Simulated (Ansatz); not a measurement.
# HgTe: single point with PBE

The system is HgTe.

```xyz
2
Lattice="0.0000 3.1800 3.1800 3.1800 0.0000 3.1800 3.1800 3.1800 0.0000" Properties=species:S:1:pos:R:3 pbc="T T T"
Hg    0.0000    0.0000    0.0000
Te    3.1800    3.1800    3.1800
```

Measurements of this composition are mostly on another form, of space group No. 216.

| Item | Value |
| --- | --- |
| Program | Ansatz 0.2.0 |
| Task | single point |
| Functional | PBE |
| Potentials or basis | Ansatz PAW |
| Cutoff | 420 eV (not typed: the program's choice for these potentials) |
| k mesh | 7 × 7 × 7 |
| Occupations | gaussian, width 0.017 eV |
| Spin | no spin polarisation |

```
Pressure               : -3.8 GPa
Band gap on the k mesh : none (metal or under the smearing width)
```

Levels at points of the mesh, in eV from the Fermi level:
| k point | band 14 | band 15 | band 16 | band 17 | band 18 | band 19 | band 20 | band 21 | band 22 |
| --- | --- | --- | --- | --- | --- | --- | --- | --- | --- |
| (0.00, 0.00, 0.00) | -6.24 | -6.24 | -1.39 | -0.56 | -0.56 | -0.56 | 7.45 | 7.45 | 7.45 |

Run time: 1 s on 2 threads of Arm Neoverse V1 (shared host), peak memory 0.33 GiB.

The run has no spin-orbit coupling, so splittings on Hg, Te are missing.
